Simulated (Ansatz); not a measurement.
Runs of Ansatz 0.2.0 on SnTe. Symmetry: Fm-3m, No. 225, cubic system. Conventional cell: a = 6.302 Å, b = 6.302 Å, c = 6.302 Å, α = 90.00°, β = 90.00°, γ = 90.00°. Around Te (site symmetry m-3m) lie 6 Sn at 3.15 Å. Sn (site symmetry m-3m) has 6 Te at 3.15 Å as nearest neighbours. 

| task | level | cell | k mesh | cutoff (eV) | smearing | points for each segment of the path | atoms under strain | pressure (GPa) | V0 of scaled cells (Å³/atom) | relaxed volume (Å³/atom) | B0 (GPa) |
| --- | --- | --- | --- | --- | --- | --- | --- | --- | --- | --- | --- |
| equation of state | PBEsol+D3(BJ) | as given | 7 × 7 × 7 | 420 | fermi-dirac 0.05 eV | - | - | - | (a) | - | 53 |
| equation of state | m-r2SCAN | as given | 7 × 7 × 7 | 500 | fermi-dirac 0.05 eV | - | - | - | 32.30 | - | 44 |
| relaxation of cell and atoms | RPBE | relaxed | 7 × 7 × 7 | 420 | fermi-dirac 0.05 eV | - | - | 0.0 | - | 34.05 | - |
| band structure | SVWN5 | as given | 7 × 7 × 7 | 420 | fermi-dirac 0.05 eV | 14 | - | -1.6 | - | - | - |
| relaxation of cell and atoms | revPBE+D3(BJ) | relaxed | 7 × 7 × 7 | 420 | fermi-dirac 0.05 eV | - | - | 0.0 | - | 30.77 | - |
| relaxation of cell and atoms | r2SCAN+rVV10 | relaxed | 7 × 7 × 7 | 500 | fermi-dirac 0.05 eV | - | - | 0.0 | - | (b) | - |
| relaxation of cell and atoms | BLYP+D4 | relaxed | 7 × 7 × 7 | 420 | fermi-dirac 0.05 eV | - | - | 0.0 | - | 32.57 | - |
| elastic constants | LDA | as given | 6 × 6 × 6 | 420 | fixed | - | relaxed | -1.6 | - | - | - |

Alike in all rows: potentials or basis Ansatz PAW; no spin polarisation.

Task: Estimate the missing entries.

Result: (a) 29.72; (b) 31.69.

Caveats: the PAW data sets come from PBE, with cores solved anew for the run's functional, which leaves a small shift of forces and pressure (some runs); the plane-wave basis is chosen anew once the cell has moved, so the energies of steps on either side of that aren't comparable (some runs); the PAW data sets were made with another functional, which shifts forces and pressure a little (some runs).

Runs at the PBE level aren't shown here.
